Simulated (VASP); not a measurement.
Input:

```
CELL_PARAMETERS angstrom
      4.22598     0.00000     0.00000
      0.00000     4.22598     0.00000
      0.00000     0.00000     4.22598
ATOMIC_POSITIONS crystal
  Ba 0.00000 0.00000 0.00000
  Sn 0.50000 0.50000 0.50000
  O  0.50000 0.00000 0.50000
  O  0.00000 0.50000 0.50000
  O  0.50000 0.50000 0.00000
```

Calculation: r2SCAN meta-GGA, VASP's PBE PAW potentials (set 64) (plane waves; VASP 6.6.1). Run with 520 eV cut-off, 6×6×6 Γ-centred mesh, Gaussian smearing of 0.050 eV, potentials Ba_sv Sn_d O.

Unless said otherwise, spin-orbit coupling is left out, though it shifts the bands of the heavy elements here.

Estimate the energy per atom (σ→0), pressure, band gap (on the k-mesh) with the smallest direct gap where there is one.

```yaml
band gap (on the k-mesh): 0.71 eV
smallest direct gap (on the k-mesh): 1.22 eV
energy per atom (σ→0): -16.245 eV/atom
pressure: -7.95 GPa
```

Total energies compare only between runs with the same potentials, cut-off and functional.

The compound is BaSnO3 in the cubic perovskite structure. This cell is one point of a volume scan, at 1.06 of the reference volume.
